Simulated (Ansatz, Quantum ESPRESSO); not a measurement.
Given: the input of a run of Ansatz 0.2.0 on Ge. This isn't the form of Ge at room conditions, which is diamond.

The input input.yaml:

```yaml
crystal:
  lattice:
    - [4.09041, 0.0, 0.0]
    - [-2.0452, 3.5424, 0.0]
    - [0.0, 0.0, 3.32658]
  atoms:
    - { symbol: Ge, position: [0.66667, 0.33333, 0.14086] }
    - { symbol: Ge, position: [0.33333, 0.66667, 0.85914] }
hamiltonian:
  xc: pbe
  pseudopotentials: { kind: paw }
kpoints:
  mp_grid: { grid: [8, 8, 8] }
scf:
  occupations: { method: fermi_dirac, width: 0.05 }
output:
  forces: true
  stress: true
  eigenvalues: true
  write_density: true
  write_potential: true
  elf: true
  volumetric_format: npy
```

Potentials or basis: Ansatz PAW.

The run is started by

```bash
$ ansatz run input.yaml --threads 1 --pin off --max-ram 3584MiB --backend cpu --events-out ev --progress --plain --runs-dir out
```

**Question.** Translate it to Quantum ESPRESSO 7.5. Potentials or basis there: SSSP 1.3 efficiency PBE, cutoff 748 eV.

**Answer.** As run (cutoffs and basis follow the program's own potentials, and thresholds, step limits or extra output files can differ):

File pw.in:

```
&CONTROL
  calculation = 'scf'
  prefix = 'pwscf'
  outdir = './tmp'
  pseudo_dir = './pseudo'
  tprnfor = .true.
  tstress = .true.
  disk_io = 'low'
/
&SYSTEM
  ibrav = 0
  celldm(1) = 8
  nat = 2
  ntyp = 1
  ecutwfc = 55
  ecutrho = 440
  nbnd = 21
  occupations = 'smearing'
  smearing = 'fd'
  degauss = 0.00367493
/
&ELECTRONS
  conv_thr = 4d-10
  electron_maxstep = 120
  mixing_beta = 0.5
/
ATOMIC_SPECIES
Ge    72.6300 ge_pbe_v1.4.uspp.F.UPF
CELL_PARAMETERS alat
  0.9662193296788   0.0000000000000   0.0000000000000
 -0.4831084837606   0.8367707279843   0.0000000000000
  0.0000000000000   0.0000000000000   0.7857906414572
ATOMIC_POSITIONS crystal
Ge     0.6666700000    0.3333300000    0.1408600000
Ge     0.3333300000    0.6666700000    0.8591400000
K_POINTS automatic
8 8 8 0 0 0
```

pp_density.in

```
&INPUTPP
  prefix = 'pwscf'
  outdir = './tmp'
  filplot = 'density.dat'
  plot_num = 0
/
&PLOT
  nfile = 1
  filepp(1) = 'density.dat'
  iflag = 3
  output_format = 6
  fileout = 'density.cube'
/
```

Contents of pp_potential.in:

```
&INPUTPP
  prefix = 'pwscf'
  outdir = './tmp'
  filplot = 'potential.dat'
  plot_num = 11
/
&PLOT
  nfile = 1
  filepp(1) = 'potential.dat'
  iflag = 3
  output_format = 6
  fileout = 'potential.cube'
/
```

Potentials or basis: SSSP 1.3 efficiency PBE.

Command:

```sh
$ OMP_NUM_THREADS=1 pw.x -in pw.in > pw.out
$ OMP_NUM_THREADS=1 pp.x -in pp_density.in > pp_density.out
$ OMP_NUM_THREADS=1 pp.x -in pp_potential.in > pp_potential.out
```

Both were run:

|  | Ansatz | Quantum ESPRESSO |
| --- | --- | --- |
| Pressure | -1.6 GPa | -1.6 GPa |

Ansatz's pressure holds a Pulay term of +0.02 GPa for its cutoff of 420 eV, which the other run lacks.

Where Ansatz's input types no cutoff or centring, it takes its own default and a Γ-centred mesh.

Pressure is positive in compression.
